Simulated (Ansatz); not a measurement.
Input and command of a plane-wave DFT calculation in Ansatz:

```yaml
crystal:
  lattice:
    - [4.4648149096, 0.0, 0.0]
    - [0.0, 4.4648149096, 0.0]
    - [0.0, 0.0, 4.4648149096]
  atoms:
    - { symbol: Si, position: [0.843441747, 0.8452488985, 0.8520725189] }
    - { symbol: Si, position: [0.656558253, 0.1547511015, 0.3520725189] }
    - { symbol: Si, position: [0.343441747, 0.6547511015, 0.1479274811] }
    - { symbol: Si, position: [0.156558253, 0.3452488985, 0.6479274811] }
    - { symbol: Ni, position: [0.1532970323, 0.1532970323, 0.1395815156] }
    - { symbol: Ni, position: [0.3467029677, 0.8467029677, 0.6395815156] }
    - { symbol: Ni, position: [0.6532970323, 0.3467029677, 0.8604184844] }
    - { symbol: Ni, position: [0.8467029677, 0.6532970323, 0.3604184844] }
basis:
  ecutwfc: 500
kpoints:
  mp_grid: { grid: [10, 10, 10] }
hamiltonian:
  xc: r2scan
scf:
  occupations: { method: gaussian, width: 0.15 }
output:
  forces: true
  stress: true
  eigenvalues: true
```

```bash
ansatz run input.yaml --threads 2 --pin off --max-ram 5120MiB --backend cpu --events-out ev --progress --plain --runs-dir out
```

Processor: AMD EPYC 9R45 96-Core Processor (Zen 5), 2 threads, on a host shared with other jobs.

Estimate time, memory and problem size.

About 51 s on 2 threads of AMD EPYC 9R45 96-Core Processor (Zen 5), on a shared host, peak memory 1.2 GiB. It solves 53 bands at 216 k points (the mesh reduced by symmetry) with about 2301 plane waves, in 10 SCF iterations.
